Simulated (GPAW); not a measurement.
Si: relaxation of cell and atoms with PBEsol+D3(BJ)

Crystal: Si.

```
Si
1.0
     2.62054    0.00000    0.00000
    -1.31027    2.26946    0.00000
     0.00000    0.00000    2.46635
Si
1
Direct
  0.00000 0.00000 0.00000
```

This isn't the form of Si at room conditions, which is diamond.

| Item | Value |
| --- | --- |
| Program | GPAW 26.7.0 |
| Task | relaxation of cell and atoms |
| Functional | PBEsol |
| Dispersion | D3(BJ) |
| Potentials or basis | PAW data sets generated in the run's folder for this functional |
| Cutoff | 600 eV |
| Basis | pw |
| k mesh | 12 × 12 × 11 |
| Occupations | fermi-dirac, width 0.05 eV |
| Spin | no spin polarisation |
| Maxiter | 150 |
| Optimizer | BFGS |
| Fmax | 0.02 eV/Å |
| Max steps | 60 |
| Convergence | density=1e-05 forces=0.0001 |

```
Relaxed volume                         : 14.28 Å³/atom
Relaxed cell                           : a = 2.586 Å, b = 2.586 Å, c = 2.466 Å, α = 90.00°, β = 90.00°, γ = 120.00°
Space group after relaxing (to 0.05 Å) : P6/mmm (No. 191)
Energy gained by relaxing              : 6.2 meV/atom
Ionic steps                            : 4
Pressure after relaxing                : 0.0 GPa
Band gap on the k mesh                 : none (metal or under the smearing width)
Dispersion energy per atom             : -0.378 eV
```

The path:
```csv
step,energy change (eV),largest force (eV/Å),pressure (GPa),volume (Å³)
1,0.0000,0.0000,-3.11,14.67
2,-0.0042,0.0000,-1.75,14.49
3,-0.0061,0.0000,0.13,14.26
4,-0.0062,0.0000,-0.01,14.28
```

Final structure:
```xyz
1
Lattice="2.5859 0.0000 0.0000 -1.2929 2.2394 0.0000 0.0000 0.0000 2.4659" Properties=species:S:1:pos:R:3 pbc="T T T"
Si    0.0000    0.0000    0.0000
```

Levels at points of the mesh, in eV from the Fermi level:
| k point | band 1 | band 2 | band 3 | band 4 |
| --- | --- | --- | --- | --- |
| (0.00, 0.00, 0.00) | -14.35 | 7.45 | 7.84 | 10.98 |
| (0.50, 0.50, 0.00) | -7.55 | -6.95 | 5.51 | 6.69 |

Run time: 30 s on 1 thread of Intel(R) Xeon(R) Platinum 8259CL CPU @ 2.50GHz (Skylake/Cascade Lake), on a shared host, peak memory 0.16 GiB.

Caveat: later steps reuse the first step's grids; pairwise dispersion overbinds metals, which lowers pressure and volume.
